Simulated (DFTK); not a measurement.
Na, 1 atom in the cell. The structure is cubic, space group Im-3m (No. 229). Conventional cell: a = 4.282 Å, b = 4.282 Å, c = 4.282 Å, α = 90.00°, β = 90.00°, γ = 90.00°. Na (site symmetry m-3m) is surrounded by 8 Na at 3.71 Å. 

- Program: DFTK 0.8.2
- Task: equation of state
- Functional: PBE
- Potentials or basis: dojo.nc.sr.pbe.v0_4_1.standard.upf (PBE)
- Cutoff: 1197 eV
- k mesh: 9 × 9 × 9
- Occupations: fermi-dirac, width 0.05 eV
- Spin: no spin polarisation
- Valence electrons: Na 9
- Volume scales: [0.94, 0.96, 0.98, 1.0, 1.02, 1.04, 1.06]
- SCF tolerance on the density: 1e-06

Potentials or basis: dojo.nc.sr.pbe.v0_4_1.standard.upf (PBE).

The run is started by

```bash
$ julia --threads=1 run.jl  # save.jl only writes the numbers to a file and isn't shown; printed stress counts tension as positive; times include loading and compiling
```

Hardware: 1 thread of Intel(R) Xeon(R) Platinum 8375C CPU @ 2.90GHz (Ice Lake), on a shared host.

Task: How long does it take, and how much memory?

Result: Wall time 7.8 min on 1 thread of Intel(R) Xeon(R) Platinum 8375C CPU @ 2.90GHz (Ice Lake), on a shared host, peak memory 1.7 GiB. Counts: scf iterations 72, bands 9.
